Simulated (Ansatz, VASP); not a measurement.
# C (C (Fd-3m)): VASP beside Ansatz, part 2 of 2

Aim: how closely do two programs agree when they are given the same cell, functional and k mesh? The cell is taken from a series of runs on this material, whose earlier steps may have relaxed, scaled, displaced or heated it; both programs get it as it stands.

VASP 6.6.1 and Ansatz 0.2.0.

So far: The structure; Ansatz: single point, PBEsol, pair 1; VASP: single point, PBEsol, pair 1; Comparison; Ansatz: single point, PBEsol, pair 2.

## (6) VASP: single point, PBEsol, pair 2

Level of this step: PBEsol; plane waves and PAW (C) (VASP).

The same cell, functional and mesh now go to VASP, with its own data sets.

INCAR reads:

```
SYSTEM = C
PREC = Accurate
ENCUT = 520
EDIFF = 1E-06
NELM = 120
ISMEAR = 0
SIGMA = 0.01
LREAL = .FALSE.
ALGO = Normal
GGA = PS
NBANDS = 24
LORBIT = 11
LWAVE = .FALSE.
LCHARG = .FALSE.
ISIF = 2
ISYM = 2
LASPH = .TRUE.
GGA_COMPAT = .FALSE.
EFERMI = MIDGAP
KPAR = 2
```

POSCAR reads:

```
C
1.0
    3.5453914400      0.0000000000      0.0000000000
    0.0000000000      3.5453914400      0.0000000000
    0.0000000000      0.0000000000      3.5453914400
C
8
Direct
    0.0000000000      0.0000000000      0.0000000000
    0.0000000000      0.5000000000      0.5000000000
    0.5000000000      0.0000000000      0.5000000000
    0.5000000000      0.5000000000      0.0000000000
    0.2500000000      0.2500000000      0.2500000000
    0.2500000000      0.7500000000      0.7500000000
    0.7500000000      0.2500000000      0.7500000000
    0.7500000000      0.7500000000      0.2500000000
```

KPOINTS reads:

```
Points of the shifted mesh
216
Reciprocal
 0.0833333333  0.0833333333  0.0833333333 1
 0.0833333333  0.0833333333  0.2500000000 1
 0.0833333333  0.0833333333  0.4166666667 1
 0.0833333333  0.0833333333  0.5833333333 1
 0.0833333333  0.0833333333  0.7500000000 1
 0.0833333333  0.0833333333  0.9166666667 1
 0.0833333333  0.2500000000  0.0833333333 1
 0.0833333333  0.2500000000  0.2500000000 1
 0.0833333333  0.2500000000  0.4166666667 1
 0.0833333333  0.2500000000  0.5833333333 1
 0.0833333333  0.2500000000  0.7500000000 1
 0.0833333333  0.2500000000  0.9166666667 1
 0.0833333333  0.4166666667  0.0833333333 1
 0.0833333333  0.4166666667  0.2500000000 1
 0.0833333333  0.4166666667  0.4166666667 1
 0.0833333333  0.4166666667  0.5833333333 1
 0.0833333333  0.4166666667  0.7500000000 1
 0.0833333333  0.4166666667  0.9166666667 1
 0.0833333333  0.5833333333  0.0833333333 1
 0.0833333333  0.5833333333  0.2500000000 1
 0.0833333333  0.5833333333  0.4166666667 1
 0.0833333333  0.5833333333  0.5833333333 1
 0.0833333333  0.5833333333  0.7500000000 1
 0.0833333333  0.5833333333  0.9166666667 1
 0.0833333333  0.7500000000  0.0833333333 1
 0.0833333333  0.7500000000  0.2500000000 1
 0.0833333333  0.7500000000  0.4166666667 1
 0.0833333333  0.7500000000  0.5833333333 1
 0.0833333333  0.7500000000  0.7500000000 1
 0.0833333333  0.7500000000  0.9166666667 1
 0.0833333333  0.9166666667  0.0833333333 1
 0.0833333333  0.9166666667  0.2500000000 1
 0.0833333333  0.9166666667  0.4166666667 1
 0.0833333333  0.9166666667  0.5833333333 1
 0.0833333333  0.9166666667  0.7500000000 1
 0.0833333333  0.9166666667  0.9166666667 1
 0.2500000000  0.0833333333  0.0833333333 1
 0.2500000000  0.0833333333  0.2500000000 1
 0.2500000000  0.0833333333  0.4166666667 1
 0.2500000000  0.0833333333  0.5833333333 1
 0.2500000000  0.0833333333  0.7500000000 1
 0.2500000000  0.0833333333  0.9166666667 1
 0.2500000000  0.2500000000  0.0833333333 1
 0.2500000000  0.2500000000  0.2500000000 1
 0.2500000000  0.2500000000  0.4166666667 1
 0.2500000000  0.2500000000  0.5833333333 1
 0.2500000000  0.2500000000  0.7500000000 1
 0.2500000000  0.2500000000  0.9166666667 1
 0.2500000000  0.4166666667  0.0833333333 1
 0.2500000000  0.4166666667  0.2500000000 1
 0.2500000000  0.4166666667  0.4166666667 1
 0.2500000000  0.4166666667  0.5833333333 1
 0.2500000000  0.4166666667  0.7500000000 1
 0.2500000000  0.4166666667  0.9166666667 1
 0.2500000000  0.5833333333  0.0833333333 1
 0.2500000000  0.5833333333  0.2500000000 1
 0.2500000000  0.5833333333  0.4166666667 1
 0.2500000000  0.5833333333  0.5833333333 1
 0.2500000000  0.5833333333  0.7500000000 1
 0.2500000000  0.5833333333  0.9166666667 1
 0.2500000000  0.7500000000  0.0833333333 1
 0.2500000000  0.7500000000  0.2500000000 1
 0.2500000000  0.7500000000  0.4166666667 1
 0.2500000000  0.7500000000  0.5833333333 1
 0.2500000000  0.7500000000  0.7500000000 1
 0.2500000000  0.7500000000  0.9166666667 1
 0.2500000000  0.9166666667  0.0833333333 1
 0.2500000000  0.9166666667  0.2500000000 1
 0.2500000000  0.9166666667  0.4166666667 1
 0.2500000000  0.9166666667  0.5833333333 1
 0.2500000000  0.9166666667  0.7500000000 1
 0.2500000000  0.9166666667  0.9166666667 1
 0.4166666667  0.0833333333  0.0833333333 1
 0.4166666667  0.0833333333  0.2500000000 1
 0.4166666667  0.0833333333  0.4166666667 1
 0.4166666667  0.0833333333  0.5833333333 1
 0.4166666667  0.0833333333  0.7500000000 1
 0.4166666667  0.0833333333  0.9166666667 1
 0.4166666667  0.2500000000  0.0833333333 1
 0.4166666667  0.2500000000  0.2500000000 1
 0.4166666667  0.2500000000  0.4166666667 1
 0.4166666667  0.2500000000  0.5833333333 1
 0.4166666667  0.2500000000  0.7500000000 1
 0.4166666667  0.2500000000  0.9166666667 1
 0.4166666667  0.4166666667  0.0833333333 1
 0.4166666667  0.4166666667  0.2500000000 1
 0.4166666667  0.4166666667  0.4166666667 1
 0.4166666667  0.4166666667  0.5833333333 1
 0.4166666667  0.4166666667  0.7500000000 1
 0.4166666667  0.4166666667  0.9166666667 1
 0.4166666667  0.5833333333  0.0833333333 1
 0.4166666667  0.5833333333  0.2500000000 1
 0.4166666667  0.5833333333  0.4166666667 1
 0.4166666667  0.5833333333  0.5833333333 1
 0.4166666667  0.5833333333  0.7500000000 1
 0.4166666667  0.5833333333  0.9166666667 1
 0.4166666667  0.7500000000  0.0833333333 1
 0.4166666667  0.7500000000  0.2500000000 1
 0.4166666667  0.7500000000  0.4166666667 1
 0.4166666667  0.7500000000  0.5833333333 1
 0.4166666667  0.7500000000  0.7500000000 1
 0.4166666667  0.7500000000  0.9166666667 1
 0.4166666667  0.9166666667  0.0833333333 1
 0.4166666667  0.9166666667  0.2500000000 1
 0.4166666667  0.9166666667  0.4166666667 1
 0.4166666667  0.9166666667  0.5833333333 1
 0.4166666667  0.9166666667  0.7500000000 1
 0.4166666667  0.9166666667  0.9166666667 1
 0.5833333333  0.0833333333  0.0833333333 1
 0.5833333333  0.0833333333  0.2500000000 1
 0.5833333333  0.0833333333  0.4166666667 1
 0.5833333333  0.0833333333  0.5833333333 1
 0.5833333333  0.0833333333  0.7500000000 1
 0.5833333333  0.0833333333  0.9166666667 1
 0.5833333333  0.2500000000  0.0833333333 1
 0.5833333333  0.2500000000  0.2500000000 1
 0.5833333333  0.2500000000  0.4166666667 1
 0.5833333333  0.2500000000  0.5833333333 1
 0.5833333333  0.2500000000  0.7500000000 1
 0.5833333333  0.2500000000  0.9166666667 1
 0.5833333333  0.4166666667  0.0833333333 1
 0.5833333333  0.4166666667  0.2500000000 1
 0.5833333333  0.4166666667  0.4166666667 1
 0.5833333333  0.4166666667  0.5833333333 1
 0.5833333333  0.4166666667  0.7500000000 1
 0.5833333333  0.4166666667  0.9166666667 1
 0.5833333333  0.5833333333  0.0833333333 1
 0.5833333333  0.5833333333  0.2500000000 1
 0.5833333333  0.5833333333  0.4166666667 1
 0.5833333333  0.5833333333  0.5833333333 1
 0.5833333333  0.5833333333  0.7500000000 1
 0.5833333333  0.5833333333  0.9166666667 1
 0.5833333333  0.7500000000  0.0833333333 1
 0.5833333333  0.7500000000  0.2500000000 1
 0.5833333333  0.7500000000  0.4166666667 1
 0.5833333333  0.7500000000  0.5833333333 1
 0.5833333333  0.7500000000  0.7500000000 1
 0.5833333333  0.7500000000  0.9166666667 1
 0.5833333333  0.9166666667  0.0833333333 1
 0.5833333333  0.9166666667  0.2500000000 1
 0.5833333333  0.9166666667  0.4166666667 1
 0.5833333333  0.9166666667  0.5833333333 1
 0.5833333333  0.9166666667  0.7500000000 1
 0.5833333333  0.9166666667  0.9166666667 1
 0.7500000000  0.0833333333  0.0833333333 1
 0.7500000000  0.0833333333  0.2500000000 1
 0.7500000000  0.0833333333  0.4166666667 1
 0.7500000000  0.0833333333  0.5833333333 1
 0.7500000000  0.0833333333  0.7500000000 1
 0.7500000000  0.0833333333  0.9166666667 1
 0.7500000000  0.2500000000  0.0833333333 1
 0.7500000000  0.2500000000  0.2500000000 1
 0.7500000000  0.2500000000  0.4166666667 1
 0.7500000000  0.2500000000  0.5833333333 1
 0.7500000000  0.2500000000  0.7500000000 1
 0.7500000000  0.2500000000  0.9166666667 1
 0.7500000000  0.4166666667  0.0833333333 1
 0.7500000000  0.4166666667  0.2500000000 1
 0.7500000000  0.4166666667  0.4166666667 1
 0.7500000000  0.4166666667  0.5833333333 1
 0.7500000000  0.4166666667  0.7500000000 1
 0.7500000000  0.4166666667  0.9166666667 1
 0.7500000000  0.5833333333  0.0833333333 1
 0.7500000000  0.5833333333  0.2500000000 1
 0.7500000000  0.5833333333  0.4166666667 1
 0.7500000000  0.5833333333  0.5833333333 1
 0.7500000000  0.5833333333  0.7500000000 1
 0.7500000000  0.5833333333  0.9166666667 1
 0.7500000000  0.7500000000  0.0833333333 1
 0.7500000000  0.7500000000  0.2500000000 1
 0.7500000000  0.7500000000  0.4166666667 1
 0.7500000000  0.7500000000  0.5833333333 1
 0.7500000000  0.7500000000  0.7500000000 1
 0.7500000000  0.7500000000  0.9166666667 1
 0.7500000000  0.9166666667  0.0833333333 1
 0.7500000000  0.9166666667  0.2500000000 1
 0.7500000000  0.9166666667  0.4166666667 1
 0.7500000000  0.9166666667  0.5833333333 1
 0.7500000000  0.9166666667  0.7500000000 1
 0.7500000000  0.9166666667  0.9166666667 1
 0.9166666667  0.0833333333  0.0833333333 1
 0.9166666667  0.0833333333  0.2500000000 1
 0.9166666667  0.0833333333  0.4166666667 1
 0.9166666667  0.0833333333  0.5833333333 1
 0.9166666667  0.0833333333  0.7500000000 1
 0.9166666667  0.0833333333  0.9166666667 1
 0.9166666667  0.2500000000  0.0833333333 1
 0.9166666667  0.2500000000  0.2500000000 1
 0.9166666667  0.2500000000  0.4166666667 1
 0.9166666667  0.2500000000  0.5833333333 1
 0.9166666667  0.2500000000  0.7500000000 1
 0.9166666667  0.2500000000  0.9166666667 1
 0.9166666667  0.4166666667  0.0833333333 1
 0.9166666667  0.4166666667  0.2500000000 1
 0.9166666667  0.4166666667  0.4166666667 1
 0.9166666667  0.4166666667  0.5833333333 1
 0.9166666667  0.4166666667  0.7500000000 1
 0.9166666667  0.4166666667  0.9166666667 1
 0.9166666667  0.5833333333  0.0833333333 1
 0.9166666667  0.5833333333  0.2500000000 1
 0.9166666667  0.5833333333  0.4166666667 1
 0.9166666667  0.5833333333  0.5833333333 1
 0.9166666667  0.5833333333  0.7500000000 1
 0.9166666667  0.5833333333  0.9166666667 1
 0.9166666667  0.7500000000  0.0833333333 1
 0.9166666667  0.7500000000  0.2500000000 1
 0.9166666667  0.7500000000  0.4166666667 1
 0.9166666667  0.7500000000  0.5833333333 1
 0.9166666667  0.7500000000  0.7500000000 1
 0.9166666667  0.7500000000  0.9166666667 1
 0.9166666667  0.9166666667  0.0833333333 1
 0.9166666667  0.9166666667  0.2500000000 1
 0.9166666667  0.9166666667  0.4166666667 1
 0.9166666667  0.9166666667  0.5833333333 1
 0.9166666667  0.9166666667  0.7500000000 1
 0.9166666667  0.9166666667  0.9166666667 1
```

Potentials, in the order of the species: C (PBE family, release 64).

Command:

```sh
> mpirun -np 2 vasp_std
```

Numbers of over 12 decimals in the logs are rounded to 6 here.

Output:

```text
[banner, memory and clock lines left out]
running    2 mpi-ranks, on    1 nodes
[...]
[... a notice as in an earlier step ...]

 LDA part: xc-table for (Slater+PW92), standard interpolation
 POSCAR, INCAR and KPOINTS ok, starting setup
[...]
entering main loop
       N       E                     dE             d eps       ncg     rms          rms(c)
DAV:   1     0.719322760785E+02    0.71932E+02   -0.17294E+04 10368   0.132E+03
DAV:   2    -0.746252205425E+02   -0.14656E+03   -0.13739E+03 14280   0.240E+02
DAV:   3    -0.797365817854E+02   -0.51114E+01   -0.50766E+01 13496   0.415E+01
DAV:   4    -0.797878000876E+02   -0.51218E-01   -0.51161E-01 13160   0.458E+00
[...]
DAV:   9    -0.769930883417E+02   -0.73265E-04   -0.25287E-04 12648   0.110E-01    0.323E-02
DAV:  10    -0.769931223152E+02   -0.33974E-04   -0.23302E-05 13040   0.349E-02    0.551E-03
DAV:  11    -0.769931213817E+02    0.93349E-06   -0.78234E-07  9816   0.527E-03
   1 F= -.76993121E+02 E0= -.76993121E+02  d E =0.000000E+00
```

Parts of OUTCAR (step 6):

```text
  Total        1.2187576      1.2187576      1.2187576      0.0000000     -0.0000000     -0.0000000
  in kB       43.8162648     43.8162648     43.8162648      0.0000000     -0.0000000     -0.0000000
  external PRESSURE =      43.8162648 kB  Pullay stress =       0.0000000 kB

 POSITION                                       TOTAL-FORCE (eV/Angst)
 -----------------------------------------------------------------------------------
      0.00000      0.00000      0.00000        -0.000000     -0.000000     -0.000000
      0.00000      1.77270      1.77270        -0.000000      0.000000     -0.000000
      1.77270      0.00000      1.77270        -0.000000      0.000000     -0.000000
      1.77270      1.77270      0.00000        -0.000000      0.000000     -0.000000
      0.88635      0.88635      0.88635         0.000000     -0.000000      0.000000
      0.88635      2.65904      2.65904         0.000000     -0.000000      0.000000
      2.65904      0.88635      2.65904         0.000000      0.000000      0.000000
      2.65904      2.65904      0.88635         0.000000     -0.000000     -0.000000
 -----------------------------------------------------------------------------------
    total drift:                                0.000000      0.000000      0.000000

  FREE ENERGIE OF THE ION-ELECTRON SYSTEM (eV)
  ---------------------------------------------------
  free  energy   TOTEN  =       -76.9931213817 eV

  energy  without entropy=      -76.9931213817  energy(sigma->0) =      -76.99312138

[... 3 further parts left out ...]
[key lines of the parts left out:]
E-fermi :  12.0686
```

The run ends at a pressure of 4.38 GPa.

## (7) Differences

What differs besides the data sets and the points named for the pairs above, as far as they apply: fixed occupations in Ansatz, narrow Gaussian smearing in VASP. Total energies have different zeros and are not compared.

The two programs side by side:

```tsv
quantity	Ansatz	VASP	difference
gap on the k mesh (eV)	4.864	4.859	+0.005
```

A gap on the mesh is an upper bound, since the band edges may lie between its points.

## (8) Summary of results

```json
{"difference in gap on the k mesh (single point, PBEsol, pair 1)": "0.0072 eV", "difference in gap on the k mesh (single point, PBEsol, pair 2)": "0.0055 eV"}
```

**Reading.** The difference in gap on the k mesh is 0.0072 eV (single point, PBEsol, pair 1), within the 0.08 eV picked in this series as the mark of a large difference. 1 further run of this series is not shown here. How closely two codes agree says nothing of how well the functional describes the real material.

[Lines on the potential files, build, host, timing and source positions are cut from VASP's logs without a mark.]

[Logs are printed without paths, hosts, clocks, repeated set-up lines and the standing remarks that a program may print on its own settings, such as how far it seeks lower states.]

[Hosts, paths, dates, database ids (printed as entryN), source tags and the programs' standing remarks are cut or masked in the printed files.]
